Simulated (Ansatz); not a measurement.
**CdF2 under changes of volume**

One of the cells (13.035 Å³/atom); the others are scaled copies at fixed shape and fractional positions:

```
Cd F
1.0
     0.00000    2.69400    2.69400
     2.69400    0.00000    2.69400
     2.69400    2.69400    0.00000
Cd F
1 2
Direct
  0.00000 0.00000 0.00000
  0.75000 0.75000 0.75000
  0.25000 0.25000 0.25000
```

- Program: Ansatz 0.2.0
- Functional: PBE
- Potentials or basis: all-electron LAPW, scalar-relativistic
- Cutoff: 317 eV (chosen from the basis error)
- Basis error allowed: 0.001 eV/atom
- k mesh: 9 × 9 × 9
- Occupations: fermi-dirac, width 0.05 eV
- Spin: no spin polarisation

| volume (Å³/atom) | energy over the lowest point (meV/atom) | pressure (GPa) | gap on the mesh (eV) |
| --- | --- | --- | --- |
| 12.253 | 56.89 | 13.9 | 3.35 |
| 12.513 | ? | ? | ? |
| 12.774 | 21.68 | 7.9 | 3.20 |
| 13.035 | 10.84 | 5.4 | 3.12 |
| 13.295 | 3.87 | 3.2 | 3.05 |
| 13.556 | 0.38 | 1.2 | 2.98 |
| 13.817 | 0.00 | -0.6 | 2.91 |

What does the run at 12.513 Å³/atom give?

Energy over the lowest point 36.86 meV/atom; pressure 10.8 GPa; gap on the mesh 3.27 eV.

Worked out: A Birch-Murnaghan fit of order 3 (a polynomial in V^(-2/3)) to the other rows has its minimum at 13.72 Å³/atom with B0 = V·E''(V) = 94 GPa and B' = 4.8. It gives 36.90 meV/atom at 12.513 Å³/atom, against the run's 36.86, and -dE/dV = 10.8 GPa, against 10.8. A straight line through the other rows of the gap, of slope -3.67 eV per unit of ln V, gives 3.27 eV, against the run's 3.27.

Energies are extrapolated to zero smearing.

Caveats: an odd mesh through Γ misses points on the zone boundary, where band edges often lie. Spin-orbit coupling on Cd is left out.
